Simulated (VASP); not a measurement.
Crystal: SiNi2.

```
CELL_PARAMETERS angstrom
3.83600 0.00000 0.00000
-1.91800 3.32207 0.00000
0.00000 0.00000 4.94800
ATOMIC_POSITIONS crystal
Ni 0.66667 0.33333 0.75000
Ni 0.33333 0.66667 0.25000
Ni 0.00000 0.00000 0.50000
Ni 0.00000 0.00000 0.00000
Si 0.66667 0.33333 0.25000
Si 0.33333 0.66667 0.75000
```

* Program: VASP 6.6.1
* Task: relaxation of cell and atoms
* Functional: PBE
* Potentials or basis: VASP PAW PBE potentials, release 64 (Ni, Si)
* Cutoff: 600 eV
* k mesh: 6 × 6 × 5
* Occupations: fermi-dirac, width 0.05 eV
* Spin: collinear spin, ferromagnetic start
* Starting moments: [1.0, 1.0, 1.0, 1.0, 0.0, 0.0] μB

At the start: pressure 11.1 GPa; volume 10.51 Å³/atom.

Task: Where does the relaxation end?

Result: Over 5 steps the energy falls by 18.2 meV/atom and the volume is 11.02 Å³/atom (+4.8 %); space group P6_3/mmc (No. 194, to 0.05 Å); moment 0.00 μB per cell.

Step by step:
| step | energy change (eV) | largest force (eV/Å) | pressure (GPa) | volume (Å³) |
| --- | --- | --- | --- | --- |
| 1 | 0.0000 | 0.0000 | 11.10 | 63.05 |
| 2 | 0.0198 | 0.0000 | -10.07 | 69.93 |
| 3 | -0.1083 | 0.0000 | -0.19 | 66.21 |
| 4 | -0.1083 | 0.0000 | 0.00 | 66.14 |
| 5 | -0.1089 | 0.0000 | 0.06 | 66.09 |

Final structure:
```
Ni Si
1.0
     3.91058    0.00000    0.00000
    -1.95529    3.38667    0.00000
     0.00000    0.00000    4.99050
Ni Si
4 2
Cartesian
  1.9553 1.1289 3.7429
  0.0000 2.2578 1.2476
  -1.9553 3.3867 2.4952
  -1.9553 3.3867 4.9905
  1.9553 1.1289 1.2476
  0.0000 2.2578 3.7429
```
